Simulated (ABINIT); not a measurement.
# FeO (P4_2/mmc) in ABINIT: a series of runs

Aim: see how the results for FeO move with the level of theory and the settings. Levels: LDA+U, PBEsol+U. Tasks: single point, Hubbard U by linear response.

Everything below comes from runs of ABINIT 10.8.3 (patched build). Logs are shortened: lines on timing, memory, paths and dates and some standing lists are left out, and cuts for length are marked. The log counts tension as positive stress, the text compression.

## 1. Starting point

Symmetry: P4_2/mmc, No. 131, tetragonal system. Conventional cell: a = 3.046 Å, b = 3.046 Å, c = 5.464 Å, α = 90.00°, β = 90.00°, γ = 90.00°. Fe (site symmetry mmm) is surrounded by 4 O at 2.05 Å. O (site symmetry -4m2) has 4 Fe at 2.05 Å as nearest neighbours.

The cell comes from a database or a generator and needn't be the stable form of this composition.

## 2. Single point, LDA+U, collinear spin, ferromagnetic start (cell stretched)

Input file run.abi:

```
# Pseudopotentials
pp_dirpath "./"
pseudos "Fe.LDA_PW-JTH.xml, O.LDA_PW-JTH.xml"

# Structure
acell 3*1.0
rprim
     5.8316459239     0.0000000000     0.0000000000
     0.0000000000     5.8316459239     0.0000000000
     0.0000000000     0.0000000000    10.4617454394
ntypat 2
znucl 26 8
natom 4
typat 1 1 2 2
xcart
     1.5429870625     0.0000000000     2.7680586364
     0.0000000000     1.5429870625     0.0000000000
     1.5429870625     1.5429870625     1.3840293182
     1.5429870625     1.5429870625     4.1520879546 Angstrom
chkprim 0
chksymtnons 0
tolsym 1.0e-6

# Plane-wave basis
ecut 22.0
pawecutdg 44.0

# k points
kptopt 1
ngkpt 7 7 4
nshiftk 1
shiftk 0.0 0.0 0.0

# Exchange and correlation
ixc 7

# Bands and occupations
nband 28
occopt 3
tsmear 0.05 eV

# Spin
nsppol 2
spinat
     0.0000000000     0.0000000000     3.0000000000
     0.0000000000     0.0000000000     3.0000000000
     0.0000000000     0.0000000000     0.0000000000
     0.0000000000     0.0000000000     0.0000000000

# DFT+U
usepawu 1
lpawu 2 -1
upawu 2.0 0.0 eV
jpawu 0.0 0.0 eV

# SCF cycle
nstep 100
tolvrs 1.0e-9

# Output
iomode 3
prtwf 0
prtden 0
prteig 0
prtebands 0
enunit 1
```

Potentials or basis: JTH PAW LDA v2.0.

Command:

```console
$ abinit run.abi > log 2>&1
```

run.abo:

```text
.Version 10.8.3 of ABINIT
 Symmetries : space group P4_2/m m c (#131); Bravais tP (primitive tetrag.)
================================================================================
 Values of the parameters that define the memory need of the present run
     intxc =       0    ionmov =       0      iscf =      17    lmnmax =      18
     lnmax =       6     mgfft =      48  mpssoang =       3    mqgrid =    3124
     natom =       4  nloc_mem =       2    nspden =       2   nspinor =       1
    nsppol =       2      nsym =      16    n1xccc =       1    ntypat =       2
    occopt =       3   xclevel =       1
       mpw =        1782          nfft =       34992          nkpt =          30
 PAW method is used; the additional fine FFT grid is defined by:
   mgfftf=        64    nfftf =     82944
================================================================================
================================================================================

--------------------------------------------------------------------------------
------------- Echo of variables that govern the present computation ------------
--------------------------------------------------------------------------------
 -outvars: echo values of preprocessed input variables --------
            acell      1.0000000000E+00  1.0000000000E+00  1.0000000000E+00 Bohr
              amu      5.58470000E+01  1.59994000E+01
          chkprim           0
      chksymtnons           0
             ecut      2.20000000E+01 Hartree
           enunit           1
              ixc           7
         kptrlatt        7    0    0      0    7    0      0    0    4
          kptrlen      4.08215215E+01
            lpawu           2      -1
            natom           4
            nband          28
            ngfft          27      27      48
          ngfftdg          36      36      64
             nkpt          30
           nspden           2
           nsppol           2
            nstep         100
             nsym          16
           ntypat           2
           occopt           3
        pawecutdg      4.40000000E+01 Hartree
           prtden           0
        prtebands           0
           prteig           0
            prtwf           0
            rprim      5.8316459239E+00  0.0000000000E+00  0.0000000000E+00
                       0.0000000000E+00  5.8316459239E+00  0.0000000000E+00
                       0.0000000000E+00  0.0000000000E+00  1.0461745439E+01
          spgroup         131
           spinat      0.0000000000E+00  0.0000000000E+00  3.0000000000E+00
                       0.0000000000E+00  0.0000000000E+00  3.0000000000E+00
                       0.0000000000E+00  0.0000000000E+00  0.0000000000E+00
                       0.0000000000E+00  0.0000000000E+00  0.0000000000E+00
           tolsym      1.00000000E-06
           tolvrs      1.00000000E-09
           tsmear      1.83746611E-03 Hartree
            typat      1  1  2  2
            upawu      7.34986444E-02  0.00000000E+00 Hartree
          usepawu           1
           useylm           1
           xangst      1.5429870620E+00  5.2757752463E-10  2.7680586355E+00
                       5.2757752463E-10  1.5429870620E+00  9.3922358952E-10
                       1.5429870620E+00  1.5429870620E+00  1.3840293182E+00
                       1.5429870620E+00  1.5429870620E+00  4.1520879527E+00
            xcart      2.9158229629E+00  9.9697703173E-10  5.2308727215E+00
                       9.9697703173E-10  2.9158229629E+00  1.7748753552E-09
                       2.9158229629E+00  2.9158229629E+00  2.6154363616E+00
                       2.9158229629E+00  2.9158229629E+00  7.8463090813E+00
             xred      5.0000000017E-01  1.7095980187E-10  5.0000000017E-01
                       1.7095980187E-10  5.0000000017E-01  1.6965384653E-10
                       5.0000000017E-01  5.0000000017E-01  2.5000000017E-01
                       5.0000000017E-01  5.0000000017E-01  7.5000000017E-01
            znucl       26.00000    8.00000

================================================================================

 chkinp: Checking input parameters for consistency.

================================================================================
== DATASET  1 ==================================================================

--- !DatasetInfo
iteration_state: {dtset: 1, }
dimensions: {natom: 4, nkpt: 30, mband: 28, nsppol: 2, nspinor: 1, nspden: 2, mpw: 1782, }
cutoff_energies: {ecut:  22.0, pawecutdg:  44.0, }
electrons: {nelect:   4.40000000E+01, charge:   0.00000000E+00, occopt:   3.00000000E+00, tsmear:   1.83746611E-03, }
[... 178 lines left out ...]

 Occupation matrix for spin  1
     0.93010    0.00000    0.00000    0.00000    0.00000
     0.00000    0.92832    0.00000    0.00000    0.00000
     0.00000    0.00000    0.92462    0.00000   -0.02126
     0.00000    0.00000    0.00000    0.96632    0.00000
     0.00000    0.00000   -0.02126    0.00000    0.89397

 Occupation matrix for spin  2
     0.04712    0.00000    0.00000    0.00000    0.00000
     0.00000    0.12240    0.00000    0.00000    0.00000
     0.00000    0.00000    0.22414    0.00000    0.22817
     0.00000    0.00000    0.00000    0.16809    0.00000
     0.00000    0.00000    0.22817    0.00000    0.44270

================================================================================

 ----iterations are completed or convergence reached----

 Mean square residual over all n,k,spin=   61.273E-12; max=  10.228E-08
 reduced coordinates (array xred) for    4 atoms
       0.500000000171      0.000000000171      0.500000000170
       0.000000000171      0.500000000171      0.000000000170
       0.500000000171      0.500000000171      0.250000000170
       0.500000000171      0.500000000171      0.750000000170
 rms dE/dt=  0.0000E+00; max dE/dt=  0.0000E+00; dE/dt below (all hartree)
    1       0.000000000000      0.000000000000      0.000000000000
    2       0.000000000000      0.000000000000      0.000000000000
    3       0.000000000000      0.000000000000      0.000000000000
    4       0.000000000000      0.000000000000      0.000000000000

 cartesian coordinates (angstrom) at end:
    1      1.54298706197242     0.00000000052758     2.76805863546078
    2      0.00000000052758     1.54298706197242     0.00000000093922
    3      1.54298706197242     1.54298706197242     1.38402931820000
    4      1.54298706197242     1.54298706197242     4.15208795272155

 cartesian forces (hartree/bohr) at end:
    1     -0.00000000000000    -0.00000000000000    -0.00000000000000
    2     -0.00000000000000    -0.00000000000000    -0.00000000000000
    3     -0.00000000000000    -0.00000000000000    -0.00000000000000
    4     -0.00000000000000    -0.00000000000000    -0.00000000000000
 frms,max,avg= 0.0000000E+00 0.0000000E+00   0.000E+00  0.000E+00  0.000E+00 h/b

 cartesian forces (eV/Angstrom) at end:
    1     -0.00000000000000    -0.00000000000000    -0.00000000000000
    2     -0.00000000000000    -0.00000000000000    -0.00000000000000
    3     -0.00000000000000    -0.00000000000000    -0.00000000000000
    4     -0.00000000000000    -0.00000000000000    -0.00000000000000
 frms,max,avg= 0.0000000E+00 0.0000000E+00   0.000E+00  0.000E+00  0.000E+00 e/A
 length scales=  1.000000000000  1.000000000000  1.000000000000 bohr
              =  0.529177210544  0.529177210544  0.529177210544 angstroms
 Fermi (or HOMO) energy (eV) =   5.10037   Average Vxc (eV)= -10.80366
 Eigenvalues (   eV  ) for nkpt=  30  k points, SPIN UP:
 kpt#   1, nband= 28, wtk=  0.00510, kpt=  0.0000  0.0000  0.0000 (reduced coord)
 -84.56115  -84.56042  -51.25081  -51.25081  -51.03131  -51.01881  -50.58857  -50.58857
 -14.33828  -13.35592   -3.32631   -1.53328   -1.53328   -0.33913    0.26874    0.34049
   0.56037    0.63493    0.67242    0.67242    1.25098    1.25098    1.37799    1.79616
   4.34117    4.34117    4.88674    9.22159
 prteigrs : prtvol=0 or 1, do not print more k-points.

 Eigenvalues (   eV  ) for nkpt=  30  k points, SPIN DOWN:
 kpt#   1, nband= 28, wtk=  0.00510, kpt=  0.0000  0.0000  0.0000 (reduced coord)
 -80.44698  -80.44606  -47.01786  -47.01786  -46.94888  -46.94888  -46.93272  -46.91589
 -13.84279  -12.87657   -2.21555    0.76478    0.76478    1.75467    1.75467    2.21869
   2.30031    3.09880    4.75552    5.83013    5.83013    5.94581    6.00300    6.13655
   6.59835    7.81735    7.81735    9.57194
 prteigrs : prtvol=0 or 1, do not print more k-points.

--- !EnergyTerms
iteration_state     : {dtset: 1, }
comment             : Components of total free energy in Hartree
kinetic             :  3.87708547347466E+01
hartree             :  7.49494611193552E+01
xc                  : -1.22730015382482E+01
Ewald energy        : -1.67677499937778E+02
psp_core            :  8.65055779852219E+00
local_psp           : -2.03743875741625E+02
PAW spherical_terms : -1.99335558262178E+01
internal            : -2.81257059391244E+02
'-kT*entropy'       : -5.99519850043700E-04
total_energy        : -2.81257658911094E+02
total_energy_eV     : -7.65341079127017E+03
...

--- !EnergyTermsDC
iteration_state     : {dtset: 1, }
comment             : '"Double-counting" decomposition of free energy'
band_energy         : -3.50037755563426E+01
Ewald energy        : -1.67677499937778E+02
psp_core            :  8.65055779852219E+00
xc_dc               : -7.11501163114219E+01
PAW spherical_terms : -1.60762254990829E+01
internal            : -2.81257059506103E+02
'-kT*entropy'       : -5.99519850043700E-04
total_energy_dc     : -2.81257659025953E+02
total_energy_dc_eV  : -7.65341079439563E+03
...

--- !EnergyTermsWithPAWCore
iteration_state     : {dtset: 1, }
comment             : 'Components of total free energy, including PAW core contributions'
Total energy        : -2.69059756932953E+03
Total energy DC     : -2.69059756944439E+03
Total energy (eV)   : -7.32148896915235E+04
Total energy DC (eV): -7.32148896946490E+04
...

 Cartesian components of stress tensor (hartree/bohr^3)
  sigma(1 1)=  5.90829412E-04  sigma(3 2)=  0.00000000E+00
  sigma(2 2)=  5.90829412E-04  sigma(3 1)=  0.00000000E+00
  sigma(3 3)=  8.78066707E-04  sigma(2 1)=  0.00000000E+00

-Cartesian components of stress tensor (GPa)         [Pressure= -2.0200E+01 GPa]
- sigma(1 1)=  1.73828014E+01  sigma(3 2)=  0.00000000E+00
- sigma(2 2)=  1.73828014E+01  sigma(3 1)=  0.00000000E+00
- sigma(3 3)=  2.58336144E+01  sigma(2 1)=  0.00000000E+00

== END DATASET(S) ==============================================================
================================================================================

 -outvars: echo values of variables after computation  --------
            acell      1.0000000000E+00  1.0000000000E+00  1.0000000000E+00 Bohr
           etotal     -2.8125765903E+02
            fcart     -0.0000000000E+00 -0.0000000000E+00 -0.0000000000E+00
                      -0.0000000000E+00 -0.0000000000E+00 -0.0000000000E+00
                      -0.0000000000E+00 -0.0000000000E+00 -0.0000000000E+00
                      -0.0000000000E+00 -0.0000000000E+00 -0.0000000000E+00
            rprim      5.8316459239E+00  0.0000000000E+00  0.0000000000E+00
                       0.0000000000E+00  5.8316459239E+00  0.0000000000E+00
                       0.0000000000E+00  0.0000000000E+00  1.0461745439E+01
           strten      5.9082941155E-04  5.9082941155E-04  8.7806670731E-04
                       0.0000000000E+00  0.0000000000E+00  0.0000000000E+00
           xangst      1.5429870620E+00  5.2757752463E-10  2.7680586355E+00
                       5.2757752463E-10  1.5429870620E+00  9.3922358952E-10
                       1.5429870620E+00  1.5429870620E+00  1.3840293182E+00
                       1.5429870620E+00  1.5429870620E+00  4.1520879527E+00
             xred      5.0000000017E-01  1.7095980187E-10  5.0000000017E-01
                       1.7095980187E-10  5.0000000017E-01  1.6965384653E-10
                       5.0000000017E-01  5.0000000017E-01  2.5000000017E-01
                       5.0000000017E-01  5.0000000017E-01  7.5000000017E-01
 Calculation completed.
```

Run time: 3.3 min. Hardware: 1 thread of Intel Xeon 6975P-C (Granite Rapids), shared host; peak memory 0.15 GiB.

Results:

```
Free energy                                           : -7653.4108 eV
Band gap on the k mesh                                : none (metal or under the smearing width)
Net moment                                            : 8.01 μB per cell
Site moments                                          : Fe +3.66; O +0.23 μB
Valence electrons inside the program's atomic spheres : Fe 14.06; O 4.50
```

Levels at points of the mesh, in eV from the Fermi level:
Spin up:
```tsv
k point	band 22	band 23	band 24	band 25	band 26	band 27	band 28
(0.00, 0.00, 0.00)	-3.85	-3.72	-3.30	-0.76	-0.76	-0.21	4.12
(0.00, 0.00, 0.50)	-3.99	-2.84	-2.84	-1.27	-1.27	1.82	1.82
```
Spin down:
```csv
k point,band 14,band 15,band 16,band 17,band 18,band 19,band 20,band 21,band 22,band 23
"(0.00, 0.00, 0.00)",-3.35,-3.35,-2.88,-2.80,-2.00,-0.34,0.73,0.73,0.85,0.90
"(0.00, 0.00, 0.50)",-4.35,-3.37,-3.37,-2.36,-2.36,0.19,0.19,0.97,0.97,1.12
```

Eigenvalues of the final occupation matrices:
```tsv
site	spin	trace	eigenvalues
atom 1	1	4.64	0.88 0.93 0.93 0.94 0.97
atom 1	2	1.00	0.05 0.08 0.12 0.17 0.59
atom 2	1	4.64	0.88 0.93 0.93 0.94 0.97
atom 2	2	1.00	0.05 0.08 0.12 0.17 0.59
```

Caveat: the cutoff is too short for stress, so the log's stress isn't used; only a ferromagnetic start was run, and an antiferromagnetic order may lie lower in energy.

(Part 1 of 2 ends here.)
